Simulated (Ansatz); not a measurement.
**PbS (Aem2): calculation of the dielectric tensor and Born charges in Python**

How polarisable is PbS (Aem2), and how large are its Born charges? A script is to give a calculation of the dielectric tensor and Born charges; the system is PbS (Aem2).

Program: the Python package of Ansatz 0.2.0. Level of theory: DFT LDA, plane waves, PAW. These are calculated values, not measurements.

## Step 1: The structure

Symmetry: Aem2, No. 39, orthorhombic system. Conventional cell: a = 11.298 Å, b = 6.009 Å, c = 6.012 Å, α = 90.00°, β = 90.00°, γ = 90.00°. Pb (site symmetry m) is surrounded by 5 S at 2.69 to 3.06 Å. Around S (site symmetry m) lie 5 Pb at 2.69 to 3.06 Å.

The script holds or builds the structure itself.

## Step 2: The code

run_eps.py

```python
'''High-frequency dielectric tensor and Born charges of PbS.'''

import ansatz as az
import numpy as np

FUNCTIONAL = 'LDA'
KMESH = (2, 4, 4)
OCCUPATIONS = 'fixed'


def main() -> None:
    cell = (
        az.Lattice.of([11.29827708, 0.0, 0.0], [0.0, 3.00437503, 3.00618079], [0.0, -3.00437503, 3.00618079])
        .atom('Pb', [0.6245814, 0.25663803, 0.75663803])
        .atom('Pb', [0.3754186, 0.75663803, 0.25663803])
        .atom('S', [0.61367525, 0.76436197, 0.26436197])
        .atom('S', [0.38632475, 0.26436197, 0.76436197])
    )

    # an insulator: whole occupations
    calc = (
        cell.calculation()
        .functional(FUNCTIONAL)
        .pseudopotentials('paw')
        .basis(34 * az.Ry)
        .kpoints(*KMESH)
        .occupations(OCCUPATIONS)
        .dielectric()
    )
    outcome = calc.run(threads=1)
    response = outcome.dielectric
    eps = np.asarray(response.eps_inf)

    print(f'mean eps_inf {np.trace(eps) / 3:.3f}, fraction of exact exchange 1/eps = {3 / np.trace(eps):.3f}')
    print(np.array2string(eps, precision=3, suppress_small=True))
    for index, (site, z) in enumerate(zip(outcome.lattice.sites, response.zstar_e)):
        print('Born charge tensor of', site.symbol, index)
        print(np.round(z, 3) + 0.0)
    print(f'charge neutrality missed by {response.zstar_sum_residual_pre_e:.4f} e before the sum rule')


if __name__ == '__main__':
    main()
```

## Step 3: The calls as engine input

The package turns the script's settings into the engine's input:

```yaml
crystal:
  lattice:
    - [11.29827708, 0.0, 0.0]
    - [0.0, 3.00437503, 3.00618079]
    - [0.0, -3.00437503, 3.00618079]
  atoms:
    - { symbol: Pb, position: [0.6245814, 0.25663803, 0.75663803] }
    - { symbol: Pb, position: [0.3754186, 0.75663803, 0.25663803] }
    - { symbol: S, position: [0.61367525, 0.76436197, 0.26436197] }
    - { symbol: S, position: [0.38632475, 0.26436197, 0.76436197] }
basis:
  ecutwfc: 462.593566181796
kpoints:
  mp_grid:
    grid: [2, 4, 4]
hamiltonian:
  xc: lda
  pseudopotentials:
    kind: paw
scf:
  occupations:
    method: fixed
dielectric: {}
```

## Step 4: The run

Started as:

```console
> python run_eps.py
```

Without the output at hand: what should come out? Wanted: free energy; gap on the mesh; electronic dielectric constant; largest mean Born charge.

**Answer**, as computed:

| quantity | value |
| --- | --- |
| free energy | -24945.2764 eV (-6236.3191 eV/atom) |
| gap on the mesh | 1.97 eV |
| electronic dielectric constant | 1.89 to 8.70 |
| largest mean Born charge | +3.20 e on Pb |

What this shows: The mean electronic dielectric constant of 6.41 means a refractive index near 2.53 below the gap, with birefringence. The ions' share of the static constant isn't in it. On the mesh the gap is 1.97 eV; the true edges may lie between its points. No spin-orbit coupling was included, so the levels of the heavy atoms aren't split. Reading the output:
- The cell holds layers, chains or clusters in vacuum, no bulk phase.
- Under fixed occupations the level called the Fermi level is the highest filled one on the SCF mesh; off the mesh a filled band can lie a little above it.
- Averages over directions belong to no single polarisation, least of all in layered crystals.
- Pressure is positive in compression.
- Points of the mesh across the vacuum add cost only.
- Spin-orbit coupling, which matters for elements this heavy, is left out.
- This cell is a computed structure, which may not be the phase found in nature.
- This is the electronic (clamped-ion) response; a semilocal gap that is too small tends to raise it. The typed mesh is that of the SCF; the response is solved on denser meshes that the run picks.
